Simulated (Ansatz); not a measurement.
**TaSi2: energy along a strain**

TaSi2, P6_422, a = 4.780 Å, c = 6.555 Å. The structure is a COD entry; whether it is the stable form wasn't checked. Ansatz: r2SCAN, PAW, 500 eV, Γ-centred 12×12×6 mesh on 9 atoms, Gaussian smearing 0.15 eV; no spin polarisation. Cell vectors (Å): 4.780 0.000 0.000; -2.390 4.140 0.000; 0.000 0.000 6.555. The cell is strained by x per cent times the pattern (1 0 0 0 0 0) in the order xx yy zz yz xz xy (engineering shears), with fractional coordinates held. y is the free energy over the start, V0 = 14.411 Å³/atom.

| x (%) | y (meV/atom) |
| --- | --- |
| -6.00 | ? |
| -3.00 | 16.89 |
| 0.00 | 0.00 |
| 1.50 | 3.85 |
| 4.50 | 31.60 |
| 6.00 | 53.91 |

Fit y = c2 x² + c3 x³ to the other rows, get the stiffness along the pattern, and predict the missing energy.

Least squares on the rows shown. y = 1.7506 x² − 0.042190 x³. The clamped-ion stiffness p·C·p = 2 × 17.51 eV × 160.2 / 14.411 Å³ = 389 GPa, which is C11 in these axes. At x = -6.00 the fit asked for gives 72.13 meV/atom. The run gave 73.07 meV/atom, so the fit is 0.94 meV/atom too low, 1.3 % of the span of the series, against an rms of 0.03 meV/atom on the fitted rows. The row lies outside the fitted range. With a term in x⁴ added, a fit to the same known rows predicts 72.09 meV/atom, no real gain.

Spin–orbit coupling is left out, which can shift energies with elements as heavy as these.

Compressing TaSi2 along this axis costs clearly more than stretching it: 73.07 meV/atom at -6.00 % against 53.91 at 6.00 %. The negative cubic term expresses this ordinary anharmonicity, as overlap repulsion rises steeply when atoms are pushed together, while bonds soften as they lengthen. The large stiffness of 389 GPa fits a metallic silicide with directional Ta d–Si p bonding, and since the lateral dimensions are held, it contains resistance to both volume and shape change.

The fit's shortfall at -6.00 % suggests that the repulsive wall steepens faster than the mostly tensile data reveal. With only one compressed row to constrain it, a quartic term is poorly determined, and a small residual stress at the start, excluded by the absence of a linear term, may also contribute. The small rms therefore attests to interpolation, not to the predictive reach of the polynomial. Letting the atoms relax within the strained cell could only lower the stiffness or leave it unchanged, so the value is best read as an upper bound for the relaxed C11 within this model.
